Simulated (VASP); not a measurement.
```yaml
crystal:
  lattice:
    - [1.34756, -2.33403, -0.02334]
    - [1.34756, 2.33403, 0.02334]
    - [0.00000, 0.04375, 4.37509]
  atoms:
    - { symbol: Be, position: [0.66721, 0.33279, 0.50013] }
    - { symbol: Be, position: [0.33381, 0.66619, 0.00013] }
    - { symbol: O, position: [0.66622, 0.33378, 0.87787] }
    - { symbol: O, position: [0.33276, 0.66724, 0.37787] }
```

Method: PBEsol GGA, VASP's PBE PAW potentials (set 64) (plane waves; VASP). Run with 600 eV cut-off, 10×10×6 Γ-centred mesh, Gaussian smearing of 0.050 eV, potentials Be O.

### Question
Give the stress tensor in GPa (positive for a compressed cell).

### Answer

```
-0.08   0.00   0.00
 0.00  -0.16  -2.73
 0.00  -2.73   0.09
```
The pressure is its mean diagonal, -0.05 GPa.

The compound is BeO in the wurtzite structure. This cell was strained or had an atom moved on purpose. Symmetry was kept, so distortions that lower it aren't found.
